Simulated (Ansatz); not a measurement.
## Calculated ¹⁷⁷Hf nuclear quadrupole resonance for HfO₂ at a changed volume

Cell: a structure deposited in the COD, relaxed with PBE at fixed cell and then changed (volume scaled by 1.02, ions relaxed).

```cif
data_HfO2
_symmetry_space_group_name_H-M 'P2_1/c'
_symmetry_Int_Tables_number 14
_cell_length_a 5.1519
_cell_length_b 5.2200
_cell_length_c 5.3191
_cell_angle_alpha 90.000
_cell_angle_beta 99.352
_cell_angle_gamma 90.000
loop_
_atom_site_label
_atom_site_type_symbol
_atom_site_symmetry_multiplicity
_atom_site_Wyckoff_symbol
_atom_site_fract_x
_atom_site_fract_y
_atom_site_fract_z
Hf Hf 4 e 0.2760 0.0423 0.2083
O5 O 4 e 0.4485 0.7577 0.4781
O9 O 4 e 0.0693 0.3324 0.3452
```

One atom of each set is listed.

All values are calculated (Ansatz; DFT, PBE, plane waves and PAW, scalar-relativistic, 420 eV cutoff, Γ-centred 6×6×6 k-points, Fermi–Dirac smearing 0.02 eV), not measured.

¹⁷⁷Hf: I = 7/2, Q = 3365 mb (year-2017 value). Static lattice, zero field.

(1) Predict the zero-field ¹⁷⁷Hf lines of each site.

(2) And for ¹⁷⁹Hf (I = 9/2, Q = 3793 mb) on Hf?

Answers

(1) For I = 7/2 and η = 0 the lines are |C_Q|/14 times 1, 2 and 3; η shifts the lowest up most.

| site | atoms | V_zz (10²¹ V/m²) | C_Q (MHz) | η | line frequencies (MHz) |
| --- | --- | --- | --- | --- | --- |
| Hf | 4 | 12.24 | 996 | 0.14 | 75.9, 140.9, 213.0 |

(2) C_Q scales with Q to 1123 MHz, with lines at 54.2, 91.5, 139.9, 186.8 MHz.

Without spin–orbit coupling the gradients at and beside Hf can be off by some per cent, at some sites by more.

The relaxation (4 steps) took 58 s of wall time (3.8 min of CPU time) and 1.2 GiB at its peak, on 4 threads of Arm Neoverse V2 (aarch64; 8 cores open to the job, memory cap 8.0 GiB, no GPU), a shared host with a load of 0.3 a core.
